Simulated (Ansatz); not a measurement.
# RbBr: a single-point run

Wanted: a converged single-point run for RbBr, and a check of what comes out. The structure is shown as the input types it. The cell is built on a prototype (zincblende) and needn't be the phase found in nature.

Method: density functional or hybrid calculation with the settings of its input, plane waves (as first typed), in Ansatz 0.2.0.

2 further runs of the same task are left out: 2 that didn't finish.

### 1 The structure to begin with

It takes space group F-43m (No. 216, cubic). Conventional cell: a = 7.739 Å, b = 7.739 Å, c = 7.739 Å, α = 90.00°, β = 90.00°, γ = 90.00°. Around Rb (site symmetry -43m) lie 4 Br at 3.35 Å. Around Br (site symmetry -43m) lie 4 Rb at 3.35 Å.

As a file:

```
CELL_PARAMETERS angstrom
0.00000 3.86950 3.86950
3.86950 0.00000 3.86950
3.86950 3.86950 0.00000
ATOMIC_POSITIONS crystal
Rb 0.00000 0.00000 0.00000
Br 0.25000 0.25000 0.25000
```

### 2 The run

Input file input.yaml:

```yaml
crystal:
  lattice:
    - [0.0, 3.8694968646, 3.8694968646]
    - [3.8694968646, 0.0, 3.8694968646]
    - [3.8694968646, 3.8694968646, 0.0]
  atoms:
    - { symbol: Rb, position: [0.0, 0.0, 0.0] }
    - { symbol: Br, position: [0.25, 0.25, 0.25] }
kpoints:
  mp_grid: { grid: [4, 4, 4] }
hamiltonian:
  xc: pbe
scf:
  occupations: { method: fixed }
  n_extra_bands: 4
  max_iter: 5
output:
  forces: true
  stress: true
  eigenvalues: true
```

The run is started by

```bash
$ ansatz run input.yaml --threads 4 --pin off --max-ram 3686MiB --backend cpu --events-out ev --progress --plain --runs-dir out
```

What happens when this is run?

This run ends as converged. That alone doesn't make the input a sound one.

The suspect setting: scf.max_iter is 5. The risk: too low a cap on iterations. It still converged here, which does not make the setting sound.

The test: delete scf.max_iter (the default then holds).
